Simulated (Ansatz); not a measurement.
**Ba: distorted cells**

Method: DFT PBE, scalar-relativistic, plane waves, PAW (Ansatz).

Cutoff 420 eV; k points 10×10×6 on the computed 2-atom cell (Γ-centred); Gaussian smearing, width 0.10 eV; no spin polarisation.

Reference cell:

```yaml
crystal:
  lattice:
    - [3.59177, -2.51690, 0.00000]
    - [3.59177, 2.51690, 0.00000]
    - [0.00000, 0.00000, 7.19005]
  atoms:
    - { symbol: Ba, position: [0.74677, 0.25323, 0.25000] }
    - { symbol: Ba, position: [0.25323, 0.74677, 0.75000] }
```

Each variant moves atoms of this cell by the vectors given, if any (Å), and then applies a symmetric strain (tensor components, Cartesian axes). The reference cell isn't relaxed at this level. Energies are per atom at zero smearing, counted from the lowest variant. Pressure is positive in compression.

1. strain (xx yy zz yz xz xy, %) -4.07 -1.88 -5.70 0.39 0.77 -0.28; moves: Ba1 (0.004, 0.250, 0.000); Ba2 (-0.004, -0.250, 0.000)
2. strain (xx yy zz yz xz xy, %) -3.17 4.83 6.83 0.00 0.22 0.00; moves: Ba1 (0.000, 0.150, 0.000); Ba2 (0.000, -0.150, 0.000)
3. strain (xx yy zz yz xz xy, %) -6.91 0.61 3.57 0.00 0.00 0.00; moves: Ba1 (0.000, -0.030, 0.000); Ba2 (0.000, 0.030, 0.000)
4. strain (xx yy zz yz xz xy, %) -1.85 -0.59 -1.78 -2.00 1.44 -1.63; moves: Ba1 (-0.010, -0.049, -0.033); Ba2 (0.010, 0.049, 0.033)
5. strain (xx yy zz yz xz xy, %) 0.65 3.42 3.87 0.00 0.00 0.00; moves: Ba1 (0.000, 0.150, 0.000); Ba2 (0.000, -0.150, 0.000)
6. strain (xx yy zz yz xz xy, %) 3.18 -6.85 1.12 0.00 5.95 0.00; moves: Ba1 (0.000, 0.060, 0.000); Ba2 (0.000, -0.060, 0.000)

```csv
variant,ΔE (meV/atom),P (GPa),largest force (eV/Å),gap on mesh (eV),space group
1,55.9,0.84,0.37,0,P-1
2,43.7,-0.79,0.17,0,C2/c
3,13.5,0.05,0.01,0,Cmcm
4,?,?,?,?,?
5,28.5,-0.78,0.20,0,Cmcm
6,?,?,?,?,?
```

Give the withheld rows.

```
variant  ΔE (meV/atom) P (GPa) largest force (eV/Å) gap on mesh (eV) space group
      4            0.0     0.16                  0.12                 0          P-1
      6            4.7     0.10                  0.09                 0         C2/c
```

Spin-orbit coupling is left out, which matters for the bands of heavy elements.